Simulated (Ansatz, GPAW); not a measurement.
This is a calculation of ZrC for Ansatz 0.2.0. 

input.yaml

```yaml
crystal:
  lattice:
    - [0.0, 2.365, 2.365]
    - [2.365, 0.0, 2.365]
    - [2.365, 2.365, 0.0]
  atoms:
    - { symbol: Zr, position: [0.5, 0.5, 0.5] }
    - { symbol: C, position: [0.0, 0.0, 0.0] }
kpoints:
  mp_grid: { grid: [10, 10, 10] }
scf:
  occupations: { method: gaussian, width: 0.018 }
hamiltonian:
  xc: pbe
  pseudopotentials: { kind: all_electron, lapw: { basis_error: 0.001 } }
output:
  forces: true
  stress: true
  eigenvalues: true
```

Potentials or basis: all-electron LAPW, scalar-relativistic.

Launch:

```console
$ ansatz run input.yaml --threads 1 --pin off --max-ram 3072MiB --backend cpu --events-out ev --progress --plain --runs-dir out
```

Q: Set up the same calculation for GPAW 26.7.0 (ASE script). Potentials or basis there: GPAW PAW data sets (gpaw-data 1.2.1), cutoff 800 eV.

A: As run (cutoffs and basis follow the program's own potentials, and thresholds, step limits or extra output files can differ):

The input run.py:

```python
from ase import Atoms
from ase.dft.bandgap import bandgap
from ase.io import write
from ase.units import GPa
from gpaw import GPAW, PW

atoms = Atoms(['Zr', 'C'],
              cell=[[0.0, 2.365, 2.365],
                    [2.365, 0.0, 2.365],
                    [2.365, 2.365, 0.0]],
              scaled_positions=[[0.5, 0.5, 0.5],
                                [0.0, 0.0, 0.0]],
              pbc=True)

calc = GPAW(mode=PW(800),
            xc='PBE',
            kpts={'size': (10, 10, 10), 'gamma': True},
            occupations={'name': 'methfessel-paxton', 'order': 0, 'width': 0.018000000000000002},
            nbands=18,
            convergence={'density': 1e-05, 'energy': 1e-05},
            maxiter=150,
            txt='gpaw.txt')
atoms.calc = calc
energy = atoms.get_potential_energy()
forces = atoms.get_forces()
stress = atoms.get_stress()
calc.write('gs.gpw')
write('result.traj', atoms)
print(f'Energy: {energy:.6f} eV')
print('Forces (eV/A):')
print(forces.round(4))
print('Stress (GPa):', (stress / GPa).round(3))
print('Fermi level:', round(calc.get_fermi_level(), 4), 'eV')
print(f'Gap: {bandgap(calc)[0]:.4f} eV, direct: {bandgap(calc, direct=True)[0]:.4f} eV')
```

Potentials or basis: GPAW PAW data sets (gpaw-data 1.2.1), pw.

Run with:

```bash
$ OMP_NUM_THREADS=1 python run.py
```

Both were run:

|  | Ansatz | GPAW |
| --- | --- | --- |
| Pressure | -2.9 GPa | -3.9 GPa |

Where Ansatz's input types no cutoff or centring, it takes its own default and a Γ-centred mesh.

Pressure is positive in compression.
